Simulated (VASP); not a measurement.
# TePt (P-6m2) in VASP: notebook

One crystal, TePt, is run at these levels: PBEsol; tasks: optical spectrum, density of states, electric field gradients, core levels.

All numbers are computed with VASP 6.6.1; they aren't measurements. Logs are shortened: lines on timing, memory, paths and dates and some standing lists are left out, and cuts for length are marked.

## 1. The crystal as given

The structure is hexagonal, space group P-6m2 (No. 187). Conventional cell: a = 3.955 Å, b = 3.955 Å, c = 3.860 Å, α = 90.00°, β = 90.00°, γ = 120.00°. Pt (site symmetry -6m2) has 6 Te at 2.99 Å as nearest neighbours. Te (site symmetry -6m2) has 6 Pt at 2.99 Å as nearest neighbours.

Measurements of this composition are mostly on another form, of space group No. 166.

## 2. Optical spectrum, PBEsol

Input file INCAR:

```
PREC = Accurate
ENCUT = 520
EDIFF = 1E-6
ISMEAR = 0
SIGMA = 0.02
LREAL = False
LASPH = True
NELM = 60
ALGO = Fast
ISIF = 2
LWAVE = False
LCHARG = False
GGA = PS
LOPTICS = True
NBANDS = 32
NEDOS = 2000
CSHIFT = 0.05
```

Input file KPOINTS:

```
Automatic mesh
0
Gamma
  8 8 7
```

Input file POSCAR:

```
TePt
1.0
    3.9548758500      0.0000000000      0.0000000000
   -1.9774379300      3.4250229600      0.0000000000
    0.0000000000      0.0000000000      3.8597628900
Pt Te
1 1
Direct
    0.0000000000      0.0000000000      0.0000000000
    0.6666666667      0.3333333333      0.5000000000
```

Potentials or basis: VASP PAW PBE potentials, release 64 (Pt, Te).

Launch:

```bash
$ cat potpaw_PBE.64/Pt/POTCAR potpaw_PBE.64/Te/POTCAR > POTCAR
$ mpirun -np 1 vasp_std > vasp.out
```

OUTCAR:

```text
PREC = Accurate
   ENCUT = 520
   EDIFF = 1E-6
   ISMEAR = 0
   LREAL = False
   LASPH = True
   NELM = 60
   ISIF = 2
   GGA = PS

 ion  position               nearest neighbor table
   1  0.000  0.000  0.000-   2 2.99   2 2.99   2 2.99   2 2.99   2 2.99   2 2.99
   2  0.667  0.333  0.500-   1 2.99   1 2.99   1 2.99   1 2.99   1 2.99   1 2.99

  LATTYP: Found a hexagonal cell.
 ALAT       =     3.9548758500
 C/A-ratio  =     0.9759504562

  Lattice vectors:

 A1 = (   3.9548758500,   0.0000000000,   0.0000000000)
 A2 = (  -1.9774379300,   3.4250229600,   0.0000000000)
 A3 = (   0.0000000000,   0.0000000000,   3.8597628900)

Analysis of symmetry for initial positions (statically):
=====================================================================
 Subroutine PRICEL returns:
 Original cell was already a primitive cell.

 Routine SETGRP: Setting up the symmetry group for a
 hexagonal supercell.

 Subroutine GETGRP returns: Found 12 space group operations
 (whereof 12 operations were pure point group operations)
 out of a pool of 24 trial point group operations.

The static configuration has the point symmetry D_3h.

Analysis of symmetry for dynamics (positions and initial velocities):
=====================================================================
 Subroutine PRICEL returns:
 Original cell was already a primitive cell.

 Routine SETGRP: Setting up the symmetry group for a
 hexagonal supercell.

[... 724 lines left out ...]
  Total       -4.4796279     -4.4796279     -6.3679022      0.0000000      0.0000000      0.0000000
  in kB     -137.2762955   -137.2762959   -195.1416623      0.0000002      0.0000000      0.0000000
  external PRESSURE =    -156.5647512 kB  Pullay stress =       0.0000000 kB

 VOLUME and BASIS-vectors are now :
 -----------------------------------------------------------------------------
  energy-cutoff  :      520.00
  volume of cell :       52.28
      direct lattice vectors                 reciprocal lattice vectors
     3.954875850  0.000000000  0.000000000     0.252852438  0.145984423  0.000000000
    -1.977437930  3.425022960  0.000000000     0.000000000  0.291968846  0.000000000
     0.000000000  0.000000000  3.859762890     0.000000000  0.000000000  0.259083272

 POSITION                                       TOTAL-FORCE (eV/Angst)
 -----------------------------------------------------------------------------------
      0.00000      0.00000      0.00000         0.000000      0.000000      0.000000
      1.97744      1.14167      1.92988        -0.000000      0.000000      0.000000
 -----------------------------------------------------------------------------------
    total drift:                               -0.000000     -0.000000      0.000000

  FREE ENERGIE OF THE ION-ELECTRON SYSTEM (eV)
  ---------------------------------------------------
  free  energy   TOTEN  =        -9.7343198178 eV

  energy  without entropy=       -9.7338612108  energy(sigma->0) =       -9.73409051

 electrical conductivity sigma (Mega S m-1) (frequency dependency in vasprun.xml)
  --------------------------------------------------------------------------------------
       0.019      -0.000       0.000
      -0.000       0.019      -0.000
       0.000      -0.000       0.057

  frequency dependent IMAGINARY DIELECTRIC FUNCTION (independent particle, no local field effects) density-density
     E(ev)      X         Y         Z        XY        YZ        ZX
  --------------------------------------------------------------------------------------------------------------
     0.00000     0.00000     0.00000     0.00000     0.00000     0.00000     0.00000
     0.50229    10.92625    10.92625    25.32258    -0.00000    -0.00000    -0.00000
     1.00457    41.72889    41.72889    66.36847    -0.00000    -0.00000    -0.00000
     1.50686    30.67318    30.67318    48.32873    -0.00000    -0.00000     0.00000
     2.00914    16.35970    16.35970    14.32789    -0.00000     0.00000    -0.00000
     2.51143    12.17362    12.17362    32.32879    -0.00000     0.00000    -0.00000
[... 92 lines left out ...]
    49.22396     0.00037     0.00037     0.00036    -0.00000     0.00000    -0.00000
    49.72624     0.00036     0.00036     0.00034    -0.00000     0.00000    -0.00000

  frequency dependent      REAL DIELECTRIC FUNCTION (independent particle, no local field effects) density-density
     E(ev)        X           Y           Z          XY          YZ          ZX
  --------------------------------------------------------------------------------------------------------------
     0.00000    45.65475    45.65475    77.56812    -0.00000    -0.00000    -0.00000
     0.50229    69.65580    69.65580   130.83386    -0.00000    -0.00000     0.00000
     1.00457    36.80314    36.80314    19.49510    -0.00000    -0.00000     0.00000
     1.50686    -0.26480    -0.26480    -9.91340     0.00000     0.00000    -0.00000
     2.00914    -0.24666    -0.24666    -8.86367     0.00000     0.00000     0.00000
     2.51143    -2.28572    -2.28572    10.92609     0.00000     0.00000    -0.00000
[... 92 lines left out ...]
    49.22396     0.83807     0.83807     0.84298     0.00000     0.00000    -0.00000
    49.72624     0.84173     0.84173     0.84651     0.00000     0.00000    -0.00000

  frequency dependent IMAGINARY DIELECTRIC FUNCTION (independent particle, no local field effects) current-current
     E(ev)      X         Y         Z        XY        YZ        ZX
  --------------------------------------------------------------------------------------------------------------
     0.00000   177.80657   177.80657   304.87497    -0.00000    -0.00000     0.00000
     0.50229    24.63981    24.63981    51.28294    -0.00000    -0.00000     0.00000
     1.00457    45.43627    45.43627    68.33662    -0.00000    -0.00000    -0.00000
     1.50686    30.55128    30.55128    47.44790    -0.00000     0.00000    -0.00000
     2.00914    16.26142    16.26142    13.80284    -0.00000     0.00000     0.00000
     2.51143    12.04083    12.04083    32.76325    -0.00000    -0.00000     0.00000
[... 92 lines left out ...]
    49.22396     0.00004     0.00004     0.00004    -0.00000     0.00000    -0.00000
    49.72624     0.00004     0.00004     0.00004    -0.00000     0.00000    -0.00000

  frequency dependent      REAL DIELECTRIC FUNCTION (independent particle, no local field effects) current-current
     E(ev)        X           Y           Z          XY          YZ          ZX
  --------------------------------------------------------------------------------------------------------------
     0.00000    45.09798    45.09798    76.39086    -0.00000    -0.00000    -0.00000
     0.50229    67.43267    67.43267   125.69612    -0.00000    -0.00000    -0.00000
     1.00457    32.66185    32.66185    12.99163    -0.00000    -0.00000    -0.00000
     1.50686    -2.32425    -2.32425   -13.12339     0.00000    -0.00000     0.00000
     2.00914    -1.01999    -1.01999    -9.50417     0.00000    -0.00000     0.00000
     2.51143    -2.74464    -2.74464     9.64440     0.00000    -0.00000     0.00000
[... 92 lines left out ...]
    49.22396     0.83811     0.83811     0.84306     0.00000     0.00000     0.00000
    49.72624     0.84177     0.84177     0.84658     0.00000     0.00000     0.00000
```

stdout:

```text
POSCAR found type information on POSCAR PtTe
 POSCAR found :  2 types and       2 ions
 scaLAPACK will be used
 -----------------------------------------------------------------------------
|                                                                             |
|                                                                             |
|     You enforced a specific xc type in the INCAR file but a different       |
|     I HOPE YOU KNOW WHAT YOU ARE DOING!                                     |
|                                                                             |
 -----------------------------------------------------------------------------

 LDA part: xc-table for (Slater+PW92), standard interpolation
 POSCAR, INCAR and KPOINTS ok, starting setup
 FFT: planning ... GRIDC
 FFT: planning ... GRID_SOFT
 FFT: planning ... GRID
 WAVECAR not read
 entering main loop
 optical routines
 imaginary and real dielectric function
 recalculating local potential from charge density
 direction            1
 direction            2
 direction            3
```

Run time: 55 s. Hardware: 1 thread of AMD EPYC 7R43 (Zen 3), shared host; peak memory 0.21 GiB.

Results:

- Free energy: -9.7343 eV
- Pressure: -15.7 GPa
- Band gap on the k mesh: none (metal or under the smearing width)

Dielectric function (mean over the directions given):
```tsv
energy (eV)	real part	imaginary part
0.30	63.96	3.18
0.98	26.89	40.12
1.66	-0.35	20.55
2.34	1.63	20.55
3.01	-2.38	12.39
3.69	-1.91	11.69
4.37	-3.97	6.32
5.05	-1.88	4.34
5.73	0.97	4.23
6.40	-1.70	3.70
7.08	-1.41	3.25
7.76	-1.71	2.64
8.44	-0.40	2.72
9.12	-0.05	2.88
9.79	-0.78	2.27
10.47	-0.99	2.09
11.15	-0.66	1.86
11.83	-0.36	1.26
12.51	-0.17	1.01
13.19	-0.41	0.95
13.86	0.19	1.06
14.54	0.13	1.49
15.22	-0.04	1.26
15.90	0.05	0.82
16.58	0.08	0.82
17.25	-0.08	0.77
17.93	0.06	0.76
18.61	0.11	0.48
19.29	0.20	0.40
19.97	0.26	0.53
```

Caveat: spectra need much finer meshes, so this one isn't converged; independent-particle spectra lack excitons; the intraband (Drude) part of a metal's response may be missing; so large a pressure means that the cell lies far from this level's equilibrium, or that cutoff or potentials fall short; the potentials were made for another functional, which shifts forces and pressure. Spin-orbit coupling is left out, which matters for the levels of Pt, Te.

## 3. Density of states, PBEsol

POSCAR is that of step 2.

Input file INCAR.step1:

```
ALGO = Fast
EDIFF = 1E-7
ENCUT = 520
GGA = PS
ISIF = 2
ISMEAR = 0
LASPH = True
LCHARG = True
LMAXMIX = 4
LREAL = False
LWAVE = False
NBANDS = 15
NELM = 80
PREC = Accurate
SIGMA = 0.02
```

Input file KPOINTS.step1:

```
k-points
0
Gamma
  8 8 7
```

Input file INCAR.step2:

```
ALGO = Fast
EDIFF = 1E-7
ENCUT = 520
GGA = PS
ICHARG = 11
ISIF = 2
ISMEAR = -5
LASPH = True
LCHARG = False
LMAXMIX = 4
LORBIT = 11
LREAL = False
LWAVE = False
NBANDS = 15
NEDOS = 1001
NELM = 80
PREC = Accurate
SIGMA = 0.02
```

Input file KPOINTS.step2:

```
k-points
0
Gamma
  12 12 11
```

Potentials or basis: VASP PAW PBE potentials, release 64 (Pt, Te).

Launch:

```bash
$ cat potpaw_PBE.64/Pt/POTCAR potpaw_PBE.64/Te/POTCAR > POTCAR
$ cp INCAR.step1 INCAR
$ cp KPOINTS.step1 KPOINTS
$ mpirun -np 1 vasp_std > vasp.out
$ cp INCAR.step2 INCAR
$ cp KPOINTS.step2 KPOINTS
$ mpirun -np 1 vasp_std > vasp.out
```

Wall time 1.8 min (1 thread of AMD EPYC 7R43 (Zen 3), shared host); peak memory 0.19 GiB.

The run converged. Its results:

| Quantity | Value |
| --- | --- |
| Valence electrons inside the program's atomic spheres | Pt 8.93; Te 3.16 |

Levels at points of the mesh, in eV from the Fermi level:
| k point | band 5 | band 6 | band 7 | band 8 | band 9 | band 10 | band 11 | band 12 |
| --- | --- | --- | --- | --- | --- | --- | --- | --- |
| (0.00, 0.00, 0.00) | -2.13 | -2.13 | -1.52 | 0.32 | 0.87 | 0.87 | 6.02 | 6.42 |
| (0.50, 0.00, 0.00) | -2.29 | -2.24 | -1.47 | -1.17 | 1.42 | 2.30 | 5.33 | 7.02 |

States per cell in windows of 0.5 eV (zero at the Fermi level; states under -8 eV left out):
```
from (eV)  total  Pt1_d  Te2_p  Pt1_p  Pt1_s  Te2_d  Te2_s
     -8.0   0.00   0.00   0.00   0.00   0.00   0.00   0.00
     -7.5   0.00   0.00   0.00   0.00   0.00   0.00   0.00
     -7.0   0.00   0.00   0.00   0.00   0.00   0.00   0.00
     -6.5   0.05   0.00   0.01   0.00   0.01   0.00   0.00
     -6.0   0.39   0.03   0.09   0.01   0.07   0.00   0.00
     -5.5   0.89   0.13   0.21   0.02   0.12   0.00   0.01
     -5.0   0.66   0.15   0.16   0.02   0.05   0.00   0.01
     -4.5   0.85   0.25   0.20   0.03   0.02   0.00   0.01
     -4.0   1.67   0.73   0.35   0.04   0.02   0.01   0.00
     -3.5   1.33   0.74   0.22   0.02   0.01   0.00   0.00
     -3.0   1.29   0.96   0.05   0.01   0.01   0.01   0.00
     -2.5   2.04   1.66   0.03   0.01   0.02   0.02   0.00
     -2.0   2.45   2.05   0.05   0.01   0.06   0.01   0.03
     -1.5   0.89   0.62   0.06   0.01   0.04   0.00   0.03
     -1.0   1.22   0.67   0.16   0.04   0.06   0.01   0.03
     -0.5   0.41   0.15   0.09   0.02   0.03   0.00   0.01
      0.0   1.03   0.37   0.25   0.04   0.06   0.01   0.01
      0.5   0.71   0.23   0.21   0.02   0.04   0.01   0.00
      1.0   0.63   0.20   0.20   0.02   0.04   0.01   0.00
      1.5   0.22   0.04   0.05   0.01   0.04   0.01   0.00
      2.0   0.21   0.02   0.04   0.01   0.05   0.01   0.01
      2.5   0.40   0.03   0.07   0.02   0.09   0.01   0.01
      3.0   0.47   0.03   0.10   0.03   0.11   0.02   0.01
      3.5   0.36   0.02   0.08   0.03   0.08   0.01   0.01
      4.0   0.17   0.01   0.03   0.02   0.02   0.01   0.00
      4.5   0.42   0.04   0.04   0.07   0.01   0.03   0.01
      5.0   0.58   0.05   0.05   0.10   0.01   0.05   0.01
      5.5   0.94   0.05   0.08   0.16   0.02   0.09   0.03
      6.0   0.34   0.01   0.02   0.07   0.00   0.04   0.01
      6.5   0.68   0.03   0.04   0.14   0.00   0.09   0.01
      7.0   0.93   0.06   0.07   0.16   0.01   0.14   0.01
      7.5   0.93   0.05   0.08   0.16   0.02   0.12   0.01
```

Caveat: the PAW data sets were made with another functional, which shifts forces and pressure a little; tetrahedron occupations give inexact forces and stress in metals. The run has no spin-orbit coupling, so splittings on Pt, Te are missing.

[end of part 1 of 2]
